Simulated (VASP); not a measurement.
A run of VASP 6.6.1 is set up as follows.

File INCAR:

```
PREC     = Accurate       # precision mode
ENCUT    = 520            # plane-wave cutoff, eV
EDIFF    = 1E-7           # SCF threshold, eV
ISMEAR   = 0              # smearing method
SIGMA    = 0.02           # smearing width, eV
LREAL    = F              # projectors in reciprocal space
LASPH    = T              # aspherical terms in the spheres
NELM     = 100            # most SCF steps
ALGO     = Fast           # electronic algorithm
ISIF     = 2              # what is computed and relaxed
LWAVE    = F              # write WAVECAR
LCHARG   = F              # write CHGCAR
GGA      = PE             # functional
```

The input KPOINTS:

```
Automatic mesh
0
Gamma
  4 4 4
```

Contents of POSCAR:

```
C                                       
1.0
    0.0000000000      1.8233202954      1.8233202954
    1.8233202954      0.0000000000      1.8233202954
    1.8233202954      1.8233202954      0.0000000000
  C             
     2
Direct
     0.0000000000000000    0.0000000000000000    0.0000000000000000
     0.2500000000000000    0.2500000000000000    0.2500000000000000
```

Potentials or basis: VASP PAW PBE potentials, release 64 (C).

Launch:

```bash
$ cat potpaw_PBE.64/C/POTCAR > POTCAR
$ mpirun -np 1 vasp_std > vasp.out
```

(1) What does it give for the pressure?

(2) Estimate the band gap on the k mesh.

Answers

(1) -22.7 GPa.

(2) 4.27 eV, indirect (least direct gap 5.40 eV).

Caveat: the k mesh is coarse (spacing up to 0.75 Å⁻¹), so the values aren't converged; so large a pressure means that the cell lies far from this level's equilibrium, or that cutoff or potentials fall short.
